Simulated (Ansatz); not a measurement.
Structure: rocksalt MgSe, at its r2SCAN minimum. Space group Fm-3m (No. 225), cubic; conventional cell a = 5.473 Å, 20.49 Å³ an atom. Mg has 6 Se at 2.74 Å; Se has 6 Mg at 2.74 Å.

4 runs of the plane-wave code Ansatz on this cell differ in the functional (and in the settings that go with it). Levels are in eV from each run's valence top; v1 is the last filled band, c1 the first empty one.

Run A, mean stress -0.2 GPa (compression positive):

| point | v5 | v3 | v1 | c1 | c2 | c3 |
| --- | --- | --- | --- | --- | --- | --- |
| Γ | -45.36 | 0.00 | 0.00 | 4.18 | 9.15 | 9.15 |
| X | -45.36 | -4.66 | -1.94 | 3.35 | 5.51 | 13.77 |
| U | -45.36 | -4.12 | -1.56 | 4.63 | 7.98 | 10.87 |

Run B, mean stress +1.2 GPa (compression positive):

| point | v5 | v3 | v1 | c1 | c2 | c3 |
| --- | --- | --- | --- | --- | --- | --- |
| Γ | -42.11 | 0.00 | 0.00 | 2.53 | 7.43 | 7.43 |
| X | -42.12 | -4.19 | -1.75 | 1.80 | 4.00 | 11.64 |
| U | -42.11 | -3.71 | -1.41 | 3.04 | 6.27 | 8.91 |

Run C, mean stress 0.0 GPa (compression positive):

| point | v5 | v3 | v1 | c1 | c2 | c3 |
| --- | --- | --- | --- | --- | --- | --- |
| Γ | -43.33 | 0.00 | 0.00 | 3.44 | 8.03 | 8.03 |
| X | -43.34 | -4.25 | -1.79 | 2.48 | 4.56 | 12.75 |
| U | -43.33 | -3.76 | -1.44 | 3.69 | 6.91 | 9.65 |

Run D, mean stress -0.2 GPa (compression positive):

| point | v5 | v3 | v1 | c1 | c2 | c3 |
| --- | --- | --- | --- | --- | --- | --- |
| Γ | -45.29 | 0.00 | 0.00 | 3.53 | 8.43 | 8.43 |
| X | -45.29 | -4.60 | -1.92 | 2.66 | 4.81 | 13.03 |
| U | -45.29 | -4.06 | -1.54 | 3.93 | 7.26 | 10.12 |

Task: Match the runs to PBE, r2SCAN, HSE06, PBE0.

Result: A is PBE0, B is PBE, C is r2SCAN, D is HSE06. In order of the gap: PBE 1.80, r2SCAN 2.48, HSE06 2.66, PBE0 3.35 eV.

Calculated for a static, non-magnetic cell.

The runs are scalar-relativistic, without spin-orbit coupling.

The stress of a hybrid is loosely converged in these runs.

The meshes of the hybrids are coarse, so their gaps aren't converged to the digits shown.
